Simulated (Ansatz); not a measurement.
Reading a calculation: GdN in the antiNiAs structure

The computed numbers are results of PBE, scalar-relativistic (collinear spin) in the plane-wave PAW code Ansatz at 420 eV, 10×10×8 k-mesh, Gaussian smearing of 0.05 eV; PAW files: Ansatz's generated set soft_2.

The start was a prototype's sites filled with these elements. The Crystallography Open Database lists the compound in space group Fm-3m (rock salt), so this is a trial structure.

The relaxed structure (symmetry read at 0.01 Å). Symmetry: P6_3/mmc, No. 194, hexagonal system. The conventional cell has a = 3.437 Å, b = 3.437 Å, c = 5.965 Å, α = 90.00°, β = 90.00°, γ = 120.00°. Around Gd (site symmetry -6m2) lie 6 N at 2.48 Å. Around N (site symmetry -3m) lie 6 Gd at 2.48 Å. (Shells end 15 % past the nearest neighbour.)

Results at this level of theory:

* Volume: 15.26 Å³/atom
* Band gap: zero (metallic)
* Density of states at the Fermi level: 0.06 states/(eV·atom) (so small a value isn't resolved on this mesh)
* Magnetic state: ferromagnetic
* Site spin moments: Gd 6.85; N -0.08 μB
* Spin moment of the cell: 14.00 μB
* Bader charges: Gd 1.71; N -1.71 e
* f electrons (orthogonalised atomic orbitals): Gd 7.12
* Formation energy from the elements (0 K, uncorrected): -1.41 eV/atom
* Bulk modulus (Birch–Murnaghan): 141 GPa
* Pressure derivative B0′: 4.1

Formal charges Gd³⁺, N³⁻ leave Gd³⁺ with an open 4f⁷ shell. Exchange should fill one spin channel of a half-filled shell and leave an insulator, so a metal points to the functional or the structure. The run still finds no gap: within 0.1 eV of the Fermi level the projected states are 60 % N 2p, 34 % Gd 5d.

Problem. What moment should the f shell carry?

Solution. Hund's first rule gives Gd³⁺ with 7 f electrons 7 unpaired spins, a spin moment of 7 μB; the run has 6.85 μB on Gd (atomic spheres) and 7.12 f electrons on orthogonalised orbitals. The moment is close to the ion's, so in this run the shell is localised and nearly fully polarised.

Problem. How ionic is it?

Solution. Bader charges against formal ones: Gd +1.71 (+3), N −1.71 (−3). The cations give up 57 % of the formal charge; Bader charges stay under formal ones because the anions' density reaches into the cations' basins, the more so the higher the formal charge and the softer the anion.

Problem. How stiff is it, in energy terms?

Solution. B0·V0 = 141.0 GPa × 15.26 Å³ = 13.43 eV/atom sets the scale: near the minimum ΔE ≈ ½ B0 V0 x², with x = V/V0 − 1, and a pressure of 1.4 GPa squeezes the volume by about 1 %. At the ends of the curve: x = −5.5 % predicts 20.4 meV/atom and the run gives 22.5; x = +10.0 % predicts 67.0 meV/atom and the run gives 57.0. The curve is steeper than the parabola on the compressed side and flatter on the expanded side: the bulk modulus rises with pressure.

Exchange splits the half-filled 4f shell away from the Fermi level; the metal comes from a small overlap of other bands, which can be the functional's gap error. No spin–orbit coupling, a notable omission for heavy elements. The run wasn't fully tested for a lower electronic state. Site moments are of spin, integrated over atomic spheres.
